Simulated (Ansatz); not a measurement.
# Lu (diamond type): the cost of one run

Program: Ansatz 0.2.0. Level of theory: DFT PBE, with the methods named in each step. These are calculated values, not measurements.

1 further run of the same task is left out (set aside as unsound or not needed).

### Step 1. The structure to begin with

It takes space group Fd-3m (No. 227, cubic). The conventional cell has a = 6.632 Å, b = 6.632 Å, c = 6.632 Å, α = 90.00°, β = 90.00°, γ = 90.00°. Lu (site symmetry -43m) is surrounded by 4 Lu at 2.87 Å.

Coordinates:

```cif
data_structure
_symmetry_space_group_name_H-M 'Fd-3m:1'
_symmetry_Int_Tables_number 227
_cell_length_a 6.6321
_cell_length_b 6.6321
_cell_length_c 6.6321
_cell_angle_alpha 90.000
_cell_angle_beta 90.000
_cell_angle_gamma 90.000
_cell_volume 291.71
loop_
_atom_site_label
_atom_site_type_symbol
_atom_site_symmetry_multiplicity
_atom_site_Wyckoff_symbol
_atom_site_fract_x
_atom_site_fract_y
_atom_site_fract_z
_atom_site_occupancy
Lu1 Lu 8 b 0.00000 0.50000 0.00000 1
```

The file gives the conventional cell by its symmetry; the runs use the cell typed in the input.

Whether this phase is the stable one at these pressures isn't tested.

Atoms are numbered in the order of the input: Lu1, Lu2.

### Step 2. Cell relaxed at zero pressure, PAW

input.yaml

```yaml
crystal:
  lattice:
    - [0.0, 3.3160452135, 3.3160452135]
    - [3.3160452135, 0.0, 3.3160452135]
    - [3.3160452135, 3.3160452135, 0.0]
  atoms:
    - { symbol: Lu, position: [-0.125, -0.125, -0.125] }
    - { symbol: Lu, position: [0.125, 0.125, 0.125] }
kpoints:
  mp_grid: { grid: [10, 10, 10] }
scf:
  occupations: { method: fermi_dirac, width: 0.08 }
hamiltonian:
  xc: pbe
  pseudopotentials: { kind: paw }
output:
  forces: true
  stress: true
relax:
  f_tol: 0.005
  max_steps: 40
  cell: {}
```

The run is started by

```
$ ansatz run input.yaml --threads 1 --pin off --max-ram 2048MiB --backend cpu --events-out ev --progress --plain --runs-dir out
```

Q: Estimate wall time and peak memory on 1 thread of Arm Neoverse V1, shared host.

About 66 s, with a peak of 0.42 GiB.
